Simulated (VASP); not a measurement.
Wanted: the native input for a VASP 6.6.1 run.

| Item | Value |
| --- | --- |
| Task | single point |
| Functional | PBEsol |
| Potentials or basis | VASP PAW PBE potentials, release 64 (Al) |
| Cutoff | 520 eV |
| k mesh | 18 × 18 × 10 |
| Occupations | gaussian, width 0.5 eV |
| Spin | no spin polarisation |
| Further INCAR settings | ALGO = Fast; EDIFF = 1e-06; NBANDS = 10 |

The structure of Al lies in POSCAR:

```
Al
1.0
    2.8511200000      0.0000000000      0.0000000000
   -1.4255600000      2.4691400000      0.0000000000
    0.0000000000      0.0000000000      4.6393600000
Al
2
Direct
    0.3333300000      0.6666700000      0.2500000000
    0.6666700000      0.3333300000      0.7500000000
```

This isn't the form of Al at room conditions, which is fcc.

One way to write it, as run:

INCAR

```
SYSTEM = Al
PREC = Accurate ; ENCUT = 520
EDIFF = 1E-6 ; ISMEAR = 0
SIGMA = 0.5 ; LREAL = .FALSE.
LASPH = .TRUE. ; NELM = 60
ALGO = Fast ; ISIF = 2
LWAVE = .FALSE. ; LCHARG = .TRUE.
GGA = PS ; LELF = .TRUE.
LVHAR = .TRUE. ; NBANDS = 10
```

KPOINTS

```
Automatic mesh
0
G
  18 18 10
  0 0 0
```

Potentials or basis: VASP PAW PBE potentials, release 64 (Al).

Launch:

```bash
$ cat potpaw_PBE.64/Al/POTCAR > POTCAR
$ mpirun -np 1 vasp_std > vasp.out
```

It gave:

* Pressure: 0.1 GPa
* Band gap on the k mesh: none (metal or under the smearing width)

Caveat: the PAW data sets were made with another functional, which shifts forces and pressure a little.

Wall time 65 s on 1 thread of Intel(R) Xeon(R) Platinum 8488C (Sapphire Rapids), with other jobs on the host, peak memory 0.26 GiB.
